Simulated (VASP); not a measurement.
## PbI2: relaxation of cell and atoms with PBE

The system is PbI2.

```
CELL_PARAMETERS angstrom
4.67544 0.00000 0.00000
-2.33772 4.04905 0.00000
0.00000 0.00000 7.67486
ATOMIC_POSITIONS crystal
Pb 0.00000 0.00000 0.00000
I 0.33333 0.66667 0.24207
I 0.66667 0.33333 0.75793
```

```
Program                : VASP 6.6.1
Task                   : relaxation of cell and atoms
Functional             : PBE
Potentials or basis    : VASP PAW PBE potentials, release 64 (Pb_d, I)
Cutoff                 : 600 eV
k mesh                 : 9 × 9 × 4
Occupations            : gaussian, width 0.03 eV
Spin                   : no spin polarisation
Further INCAR settings : ALGO = Normal; EDIFF = 1e-07; IBRION = 2; EDIFFG = -0.005; NSW = 90; ISIF = 3
```

The relaxed volume is 49.27 Å³/atom, the relaxed cell is a = 4.677 Å, b = 4.677 Å, c = 7.804 Å, α = 90.00°, β = 90.00°, γ = 120.00° and the space group after relaxing (to 0.05 Å) is P-3m1 (No. 164). The energy gained by relaxing is 0.2 meV/atom, the ionic steps are 18 and the pressure after relaxing is 0.0 GPa. The band gap on the k mesh is 2.44 eV, indirect (least direct gap 2.54 eV).

The path:
```
step  energy change (eV)  largest force (eV/Å)  pressure (GPa)  volume (Å³)
   1              0.0000                0.0038            0.01       145.29
   2              0.0000                0.0067            0.01       145.38
   3              0.0000                0.0150           -0.03       145.65
   4              0.0000                0.0132           -0.02       145.59
   5              0.0000                0.0132           -0.02       145.61
   6             -0.0001                0.0132           -0.02       145.65
   7             -0.0001                0.0131           -0.01       145.73
   8             -0.0002                0.0132            0.00       145.89
   9             -0.0002                0.0130            0.02       146.20
  10             -0.0002                0.0128            0.00       146.02
  11             -0.0003                0.0102            0.01       146.13
  12             -0.0003                0.0021            0.03       146.46
  13             -0.0004                0.0144            0.07       147.13
  14             -0.0004                0.0089            0.05       146.90
  15             -0.0004                0.0078            0.05       147.02
  16             -0.0004                0.0051            0.03       147.37
  17             -0.0005                0.0007           -0.01       148.07
  18             -0.0005                0.0015            0.00       147.82
```

Final structure:
```xyz
3
Lattice="4.6768 0.0000 0.0000 -2.3384 4.0502 0.0000 0.0000 0.0000 7.8038" Properties=species:S:1:pos:R:3 pbc="T T T"
Pb    0.0000    0.0000    0.0000
I     0.0000    2.7001    1.8568
I     2.3384    1.3501    5.9471
```

Levels at points of the mesh, in eV from the valence-band top:
```tsv
k point	band 10	band 11	band 12	band 13	band 14	band 15	band 16	band 17	band 18
(0.00, 0.00, 0.00)	-0.74	-0.65	-0.59	-0.55	-0.55	2.57	3.46	3.46	6.07
(0.00, 0.00, 0.50)	-0.77	-0.77	-0.51	-0.51	-0.11	2.44	3.41	3.41	6.92
```

Wall time 6.4 min on 2 MPI ranks on AMD EPYC 9R45 96-Core Processor (Zen 5) (shared host), peak memory 0.4 GiB a rank.

Caveat: spin-orbit coupling is left out, which as a rule narrows the gap of such compounds by several tenths of an eV; an odd mesh through Γ misses points on the zone boundary, where band edges often lie; this functional lacks dispersion, which binds the layers, so the pressure and a relaxed spacing across them are unreliable.
